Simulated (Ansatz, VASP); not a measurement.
# Si23BHO48 (B-H pair in alpha-quartz) in two plane-wave programs, part 2 of 2

Aim: how closely do two programs agree when they are given the same cell, functional and k mesh? The cell is taken from a series of runs on this material, whose earlier steps may have relaxed, scaled, displaced or heated it; both programs get it as it stands.

VASP 6.6.1 and Ansatz 0.2.0.

So far. Step 2 (VASP: single point, HSE06): The run ends at a pressure of -0.77 GPa, with forces up to 5.2 eV/Å.

### 3. Ansatz: single point, HSE06

Level of this step: Ansatz beside VASP: Kohn-Sham DFT, plane waves, HSE06 (Ansatz).

Ansatz runs on its default PAW (the set named soft_2) files.

The same cell, functional, mesh and smearing now go to Ansatz.

input.yaml reads:

```yaml
crystal:
  lattice:
    - [10.03667685, 0.0, 0.0]
    - [-5.01833842, 8.69201712, 0.0]
    - [0.0, 0.0, 11.01794798]
  atoms:
    - { symbol: Si, position: [0.23373282, -0.013474832, 0.329793894] }
    - { symbol: Si, position: [0.001700815, 0.247478195, 0.169031202] }
    - { symbol: Si, position: [0.258795152, 0.261861766, -0.000919698] }
    - { symbol: O, position: [0.179924448, 0.099477477, 0.390528983] }
    - { symbol: O, position: [0.372635576, 0.082611219, 0.236381235] }
    - { symbol: O, position: [0.410595655, 0.290145841, 0.070643422] }
    - { symbol: O, position: [0.120291585, 0.215743145, 0.093715698] }
    - { symbol: O, position: [0.09128791, 0.374071557, 0.273261645] }
    - { symbol: O, position: [0.300433038, 0.417343918, 0.443662601] }
    - { symbol: Si, position: [0.242026358, 0.0026838, 0.834941557] }
    - { symbol: Si, position: [0.009818154, 0.256095793, 0.668703823] }
    - { symbol: B, position: [0.277241368, 0.314939768, 0.534235851] }
    - { symbol: O, position: [0.206543586, 0.123855523, 0.902537821] }
    - { symbol: O, position: [0.37211178, 0.089391683, 0.732529252] }
    - { symbol: O, position: [0.400299115, 0.302858709, 0.57247243] }
    - { symbol: O, position: [0.138641683, 0.237742508, 0.594828931] }
    - { symbol: O, position: [0.097255229, 0.396566118, 0.763109436] }
    - { symbol: O, position: [0.29845122, 0.418038292, 0.928343381] }
    - { symbol: Si, position: [0.246185514, 0.496437401, 0.342933193] }
    - { symbol: Si, position: [-0.006405217, 0.726121186, 0.158971768] }
    - { symbol: Si, position: [0.265345961, 0.765883264, -0.00016965] }
    - { symbol: O, position: [0.212223606, 0.620410655, 0.40814919] }
    - { symbol: O, position: [0.380446067, 0.582192396, 0.242341422] }
    - { symbol: O, position: [0.409082111, 0.796013021, 0.084008248] }
    - { symbol: O, position: [0.112155439, 0.696946838, 0.081650487] }
    - { symbol: O, position: [0.085421324, 0.852902743, 0.261506653] }
    - { symbol: O, position: [0.291115241, 0.911366802, 0.432021305] }
    - { symbol: Si, position: [0.256783553, 0.510917804, 0.830502355] }
    - { symbol: Si, position: [0.004244668, 0.739814614, 0.67001915] }
    - { symbol: Si, position: [0.263249078, 0.759544925, 0.503321233] }
    - { symbol: O, position: [0.235620171, 0.641253088, 0.896625397] }
    - { symbol: O, position: [0.395317743, 0.592464139, 0.733296291] }
    - { symbol: O, position: [0.421269332, 0.797245499, 0.569905625] }
    - { symbol: O, position: [0.129477534, 0.709070942, 0.603991436] }
    - { symbol: O, position: [0.086090243, 0.872788988, 0.771139651] }
    - { symbol: O, position: [0.300210444, 0.924402281, 0.934780715] }
    - { symbol: Si, position: [0.747547029, -0.000121461, 0.3352888] }
    - { symbol: Si, position: [0.495556209, 0.237745612, 0.167763435] }
    - { symbol: Si, position: [0.759240503, 0.262112403, 0.002747179] }
    - { symbol: O, position: [0.711573192, 0.115344981, 0.410759265] }
    - { symbol: O, position: [0.876447169, 0.089327679, 0.233030007] }
    - { symbol: O, position: [0.914226595, 0.303076971, 0.076515072] }
    - { symbol: O, position: [0.618226346, 0.205892601, 0.097545866] }
    - { symbol: O, position: [0.581012646, 0.3722712, 0.267266905] }
    - { symbol: O, position: [0.795970441, 0.409869591, 0.425347473] }
    - { symbol: Si, position: [0.755435859, 0.008738639, 0.833455363] }
    - { symbol: Si, position: [0.488858718, 0.246516031, 0.662480646] }
    - { symbol: Si, position: [0.75411557, 0.257142939, 0.501896104] }
    - { symbol: O, position: [0.719462887, 0.127890566, 0.904283414] }
    - { symbol: O, position: [0.899402148, 0.099102736, 0.741947573] }
    - { symbol: O, position: [0.903718353, 0.292056644, 0.580204333] }
    - { symbol: O, position: [0.607509338, 0.213762824, 0.587075972] }
    - { symbol: O, position: [0.582921307, 0.379283099, 0.762079727] }
    - { symbol: O, position: [0.785897295, 0.413843671, 0.931680563] }
    - { symbol: Si, position: [0.741598416, 0.4939999, 0.329284545] }
    - { symbol: Si, position: [0.498589257, 0.738765961, 0.172746137] }
    - { symbol: Si, position: [0.755691374, 0.758068588, -0.000889887] }
    - { symbol: O, position: [0.721863645, 0.625150118, 0.39805224] }
    - { symbol: O, position: [0.869909521, 0.568800399, 0.223967817] }
    - { symbol: O, position: [0.907391958, 0.786808086, 0.070804363] }
    - { symbol: O, position: [0.615877987, 0.708355117, 0.093708358] }
    - { symbol: O, position: [0.591070468, 0.870946835, 0.272896795] }
    - { symbol: O, position: [0.815240314, 0.92010014, 0.426000564] }
    - { symbol: Si, position: [0.737712411, 0.499671266, 0.831882206] }
    - { symbol: Si, position: [0.513288315, 0.749330272, 0.663563951] }
    - { symbol: Si, position: [0.771242117, 0.761043783, 0.49599558] }
    - { symbol: O, position: [0.706230094, 0.623816022, 0.899385434] }
    - { symbol: O, position: [0.87587847, 0.584266383, 0.734744621] }
    - { symbol: O, position: [0.923917645, 0.793207772, 0.568515708] }
    - { symbol: O, position: [0.632372934, 0.716244937, 0.5896577] }
    - { symbol: O, position: [0.604607739, 0.889091309, 0.757952829] }
    - { symbol: O, position: [0.796474601, 0.916268617, 0.931885823] }
    - { symbol: H, position: [0.082030774, 0.053500854, 0.414067005] }
basis:
  ecutwfc: 420
  xc_grid: 2
hamiltonian:
  xc: hse06
kpoints:
  mp_grid: { grid: [1, 1, 1] }
scf:
  occupations: { method: fermi_dirac, width: 0.01 }
  max_iter: 120
output:
  forces: true
checkpoint:
  read: "../relax.run"
```

The run is started by

```
> ansatz run input.yaml --threads 4 --pin off --max-ram 7536MiB --backend cpu --events-out ev --progress --plain --runs-dir out
```

Numbers of over 12 decimals in the logs are rounded to 6 here.

The log of the run:

```text
Warning: checkpoint.read: the run can stay near the saved state's solution: 2 site(s) moved relative to the saved geometry (max |Δs| = 7.471e-3 fractional); the SCF starts from the saved state under `checkpoint.density_extrapolation: transplant`, in force with no word given; its orbitals are not used off its sites. A run without `checkpoint.read` takes nothing of the state. A lower free energy from it at the same positions (and U, V and field ramp, if any) shows a solution that this start missed, and an equal or higher one rules none out (checkpoint.read, Limitations, in the input reference)
exact exchange: scf.exx.singularity resolves to wigner_seitz, which cuts the screened interaction at the faces of the exchange supercell's Wigner-Seitz cell, so that each pair interacts once, at the shortest of its separations (the periodic images that this leaves out come, for a point-like exchange hole, to about 0.008 eV on a filled level). The cut falls within the interaction's reach, and what an exchange supercel [...]
Engine: ansatz 0.2.0, aarch64-unknown-linux-gnu
Pseudopotentials: kind: paw
Pseudopotential: Si, paw, valence charge 4, recommended cutoff 420 eV (normal), Si.paw.azcp
Pseudopotential: O, paw, valence charge 6, recommended cutoff 420 eV (normal), O.paw.azcp
Pseudopotential: B, paw, valence charge 3, recommended cutoff 420 eV (normal), B.paw.azcp
Pseudopotential: H, paw, valence charge 1, recommended cutoff 420 eV (normal), H.paw.azcp
Functional definition: HSE06
  parameter a = 0.25
  parameter omega = 0.11/bohr
  exchange = pbe_x - a*pbe_x_sr(omega) + a*exact_x_sr(omega)
  correlation = pbe_c
Crystal: 73 atoms, lattice volume = 961.194 Å³
Basis set: ecut = 420 eV, 18781 PW (Γ), exchange–correlation on 144×144×150 points (8 copies of the dense FFT grid, shifted against one another)
Bands: 265, of which v1, the nominal top of the filled ones, is band 192 counted from 1 (191 counted from 0)
Symmetry: 1 space group operations
Space group: P1 (ITA 1), of the structure as read, at distance tolerance 9.9e-5 Å
k-points: 1
Non-local potential: Si, projectors of the file, l = 0: 2, l = 1: 2, l = 2: 2
Non-local potential: O, projectors of the file, l = 0: 2, l = 1: 2, l = 2: 1
Non-local potential: B, projectors of the file, l = 0: 2, l = 1: 2, l = 2: 1
Non-local potential: H, projectors of the file, l = 0: 2, l = 1: 1
PAW form: soft (Blöchl's): semilocal exchange-correlation on the pseudo side does not see the compensation charge
PAW frozen core: Si, regenerated for the run's functional, and the local potential with it (the file was generated under x = pbe(κ = 0.804, μ = 0.219515), c = pbe(β = 0.066725))
PAW frozen core: O, regenerated for the run's functional, and the local potential with it (the file was generated under x = pbe(κ = 0.804, μ = 0.219515), c = pbe(β = 0.066725))
PAW frozen core: B, regenerated for the run's functional, and the local potential with it (the file was generated under x = pbe(κ = 0.804, μ = 0.219515), c = pbe(β = 0.066725))
PAW one-centre angular grid: Si, 110 points (default); XC on 64 Gauss nodes
PAW one-centre angular grid: O, 110 points (default); XC on 96 Gauss nodes
PAW one-centre angular grid: B, 110 points (default); XC on 64 Gauss nodes
PAW one-centre angular grid: H, 110 points (default); XC on 64 Gauss nodes
Initial density: read from a saved state, or passed on in memory by an earlier SCF of this step, an earlier step, the calling program or the single point that the run made first, carried with its atoms to this geometry
Initial wavefunctions: pseudopotential atomic-orbital guess
Functional: x = pbe(κ = 0.804, μ = 0.219515), c = pbe(β = 0.066725), warm-up for x = pbe(κ = 0.804, μ = 0.219515) + 0.25 (exact − pbe) at short range (hse, ω = 0.207870 Å⁻¹), c = pbe(β = 0.066725); HSE06 as pw.x's `hse` composes it (authors' and Libxc's form: `xc: wpbeh`)
iter 1 solved again at ethr=1.18e-4 eV; its pass at ethr=1.00e-1 eV (dr2=4.53e-1 eV) is discarded
[...]
greatest PAW one-centre occupation: 0.873 electrons in one spin orbital (limit 2), on the O atom at site 3 (counted from 0), in its partial waves of l = 0
hybrid outer 1: dexx = +1.311e-1 eV, tail = 1.27e-4 eV
Exchange kernel: α = 0.2500, screened, ω = 0.2079 Å⁻¹, Wigner–Seitz truncation, v(0) = 901.6764 eV·Å³, q-mesh 1×1×1, nearest image of the exchange supercell L = 10.04 Å, pair-density grid 45×45×54, without the augmentation charges, whose exchange is taken in its separable form (sized by the pseudopotential files, 60×60×75 at the most), smooth part of the exchange summed in real space on grids 60×54×70 (short range) and 33×36×42 (long range)
Frozen-core exchange: fock
SCF iter   1: F=—  HF=-42119.926284 eV  |F-HF|=—  |Δ(HF+E_count)|=         —  Δρ=3.94e-5  dr2=9.68e-6  ethr=1.65e-7  ⟨swp⟩=15.0  Hψ=871  notcnv=0
preconditioner: auto → none  [insulator: Δε(μ)=7.457 eV  Ē_g=19.359 eV  σ=0.010 eV  W_gap=1.00  n_scr=212 (ndim 8)  ℏωp=23.5 eV  f_vac=0.176  D(μ)=0.00/eV (n_scr^D=0)]
SCF iter   2: F=—  HF=-42119.926282 eV  |F-HF|=—  |Δ(HF+E_count)|=   2.39e-6  Δρ=1.21e-5  dr2=5.06e-7  ethr=2.21e-9  ⟨swp⟩=3.0  Hψ=600  notcnv=0
SCF iter   3: F=—  HF=-42119.926283 eV  |F-HF|=—  |Δ(HF+E_count)|=   1.25e-6  Δρ=4.47e-6  dr2=9.68e-8  ethr=9.44e-11  ⟨swp⟩=6.0  Hψ=832  notcnv=0  defer=14
SCF iter   4: F=-42119.926283 eV  HF=-42119.926283 eV  |F-HF|=5.93e-9  |Δ(HF+E_count)|=   1.22e-8  Δρ=1.05e-6  dr2=7.54e-9  ethr=2.27e-11  ⟨swp⟩=4.0  Hψ=693  notcnv=0  defer=14
SCF 3 converged in 4 iterations: F = -42119.926283 eV  dr2 = 7.54e-9
  Residual-converged pass: ⟨swp⟩=3.0  Hψ=467  notcnv=0  max |occ|·‖R‖ = 2.5e-6 eV (tolerance 2.7e-6 eV)  dr2=7.82e-9  dr2_onsite=5.15e-10  max |Δocc| = 0.0e0
hybrid outer 2: dexx = +1.300e-6 eV, tail = 3.39e-8 eV, Δε = 8.27e-4 eV (about 1.42e-5 eV left of the loop's levels), ΔF = 3.40e-3 eV/Å (tail 5.06e-4)
hybrid SCF converged: 2 outer / 10 inner (+4 warm-up), last move |dexx| = 1.30e-6 eV, tail = 3.39e-8 eV
Stability not checked: this state was not tested for a lower state beside it, because the functional holds exact exchange (a hybrid, or Hartree-Fock), whose exchange loop this test does not read (fock_operator; see scf.lower_state_search)
Free energy (F): -42119.926283 eV
Frozen-core exchange: fock
Harris-Foulkes:  -42119.926283 eV  (|F-HF|=5.93e-9)
Internal energy: -42119.926283 eV  (E = F + TS)
E sigma→0 (E₀):  -42119.926283 eV
Fermi energy:    4.476490 eV
--- Per-component energies (eV) ---
  E_band       = -2591.100520
  E_kinetic    = 9732.026733
  E_local      = -24975.779196  (includes V_loc(G=0)·N_el)
  E_nonlocal   = 2808.471171
  E_hartree    = 9056.811553
  E_xc         = -3928.828176
  E_vxc        = -4539.810054  (∫ρ·V_xc dr)
  E_exx        = -1107.354378  (= α·E_x^exact, valence–valence)
  E_paw        = -19381.619677  (= ΣΔE_a)
  E_vpaw       = -1515.055159  (= ΣTr[D̂ρ^β])
  E_aug_tail   = 0.122971  (compensation charges beyond the density's cutoff)
  E_ewald      = -14321.125378
  E_core_change = -2.651906  (= ΣΔE_core)
  E_smearing   = -0.000000  (= −TS)
  E_closure    = -0.000001  (closes the sum)
  Σ components = -42119.926283   (vs F -42119.926283, Δ=0.00e0)
--- Forces (eV/Å), atoms counted from 1 ---
  atom   1  Si     0.05684194     0.02374006    -0.02391961
  atom   2  Si    -0.01460178    -0.01123210     0.00435665
  atom   3  Si    -0.00277489     0.00195578    -0.00652234
  atom   4  O      4.03841838     1.95835633    -1.42252653
  atom   5  O     -0.02781295    -0.00990253     0.02463269
  atom   6  O      0.00136232    -0.00283728     0.00436154
  atom   7  O      0.00545407    -0.00055214     0.00154083
  atom   8  O      0.00455116     0.00196266     0.00226296
  atom   9  O      0.00268843    -0.00718571    -0.00472275
  atom  10  Si    -0.00304274    -0.00375562    -0.00201948
  atom  11  Si    -0.00526465    -0.01043492    -0.00807118
  atom  12  B     -0.01464540     0.01707612     0.02706940
  atom  13  O      0.00067133     0.00077748     0.00219117
  atom  14  O     -0.00070258     0.00011889    -0.00189099
  atom  15  O     -0.00066399    -0.00452173    -0.00865316
  atom  16  O      0.01684811     0.00549181    -0.00859411
  atom  17  O      0.00139507     0.00109875     0.00126844
  atom  18  O      0.00110113    -0.00193496     0.00211087
  atom  19  Si    -0.00220482     0.00594480    -0.00576582
  atom  20  Si    -0.01061556    -0.01665579    -0.01465726
  atom  21  Si     0.00579454    -0.00081581    -0.00416719
  atom  22  O     -0.00138186     0.00453011    -0.00004048
  atom  23  O     -0.00261219    -0.00423578     0.00140748
  atom  24  O     -0.00464083    -0.00017710    -0.00181292
[...]
atom  66  Si    -0.00604661     0.06820397    -0.02967591
  atom  67  O      0.00067973    -0.00105061     0.00101992
  atom  68  O      0.00026602    -0.00336528     0.00423626
  atom  69  O      0.01809013    -0.00994932     0.01368272
  atom  70  O     -0.01023167    -0.00878374     0.01295227
  atom  71  O     -0.00224217     0.00069298     0.00194782
  atom  72  O      0.00128788    -0.00116371     0.00160920
  atom  73  H     -4.03459317    -2.03332958     1.40998897
  max |Σ_I F_I| component: 3.20e-4 eV/Å
--- Band table (eV) ---
  k-point 0: bands = [... 188 lower, 0.5679, 0.5817, 0.6200, 0.7481, 8.2049]
  guard bands above this table: 72 of the run's 265 bands. The solve was not asked for them (output.publish_guard_bands: true or output.eigenvalues: true publishes all)
```

### 4. Side by side

Known differences besides the potentials themselves: exact exchange at q = 0 is treated differently, which shows on coarse meshes; VASP keeps PBE cores, Ansatz makes them for the functional; the cutoff is 420 eV in Ansatz and 520 eV in VASP (PREC = Accurate, projectors in real space); VASP takes a coarser grid for exact exchange (PRECFOCK = Fast). Total energies have different zeros and are not compared.

Compared:

```csv
quantity,Ansatz,VASP,difference
gap on the k mesh (eV),7.457,7.460,-0.003
```

Forces on 8 of the 73 atoms, those with the largest forces and the largest differences (eV/Å; atoms numbered as in POSCAR):

| atom | Ansatz x, y, z | VASP x, y, z |
| --- | --- | --- |
| Si1 | 0.057, 0.024, -0.024 | 0.104, 0.047, -0.036 |
| Si12 | 0.051, -0.026, 0.046 | 0.032, -0.025, 0.046 |
| Si23 | -0.006, 0.068, -0.030 | -0.001, 0.068, -0.030 |
| O24 | 4.038, 1.958, -1.423 | 4.383, 2.113, -1.543 |
| O41 | -0.029, 0.030, -0.014 | -0.045, 0.013, -0.030 |
| O65 | -0.046, -0.032, -0.008 | -0.058, -0.041, -0.005 |
| B72 | -0.015, 0.017, 0.027 | 0.034, 0.007, -0.008 |
| H73 | -4.035, -2.033, 1.410 | -4.428, -2.188, 1.544 |

The forces differ by 42 meV/Å r.m.s., which is 8.6 % of the r.m.s. force of 0.492 eV/Å (both taken over all components). A gap on the mesh is an upper bound, since the band edges may lie between its points.

### 5. What came out

```
r.m.s. force difference (single point, HSE06) : 8.6 % of the r.m.s. force
```

In words: The r.m.s. force difference is 8.6 % of the r.m.s. force (single point, HSE06), beyond the 3 % picked in this series as the mark of a large difference. What causes the difference of the single point, HSE06 pair stays open here. Such differences can come from data sets, numerical settings and the points named under the comparisons, not from the functional's error against experiment.

[Lines on the potential files, build, host, timing and source positions are cut from VASP's logs without a mark.]

[Logs are printed without paths, hosts, clocks, repeated set-up lines and the standing remarks that a program may print on its own settings, such as how far it seeks lower states.]

[Hosts, paths, dates, database ids (printed as entryN), source tags and the programs' standing remarks are cut or masked in the printed files.]
